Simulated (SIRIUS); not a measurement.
Si in SIRIUS: the effect of strain

Si:

```
CELL_PARAMETERS angstrom
0.00000 2.40253 4.30565
2.38182 0.00000 4.30565
2.38182 2.40253 0.00000
ATOMIC_POSITIONS crystal
Si 0.50000 0.50000 0.50000
Si 0.00000 0.50000 0.50000
Si 0.50000 0.00000 0.00000
```

The cell isn't the ideal one: strain = -0.04 (biaxial xy).

Alike in all runs:

```yaml
Program: SIRIUS 7.10.0
Task: single point
Functional: PBE
Potentials_or_basis: PseudoDojo 0.4.1 PBE standard (scalar relativistic)
Cutoff: 490 eV
Density_cutoff: 1959 eV
k_mesh: 7 × 7 × 7
Occupations: fermi-dirac, width 0.05 eV
Spin: no spin polarisation
Strain_kind: biaxial xy
Libxc_names: "[\"XC_GGA_X_PBE\", \"XC_GGA_C_PBE\"]"
Energy_tol: 1e-08 Ha
Density_tol: 1e-06
Mixer: anderson
Mixing_beta: 0.7
Max_scf: 100
```

| strain | pressure (GPa) |
| --- | --- |
| -4 % (biaxial xy) | 8.2 |
| -2 % (biaxial xy) | 3.7 |
| -1 % (biaxial xy) | 1.8 |
| +0 % (biaxial xy) | 0.1 |
| +1 % (biaxial xy) | -1.5 |
| +2 % (biaxial xy) | ? |
| +4 % (biaxial xy) | -5.0 |

Question: What does the run with strain +2 % (biaxial xy) give?

Answer: Pressure -2.8 GPa.
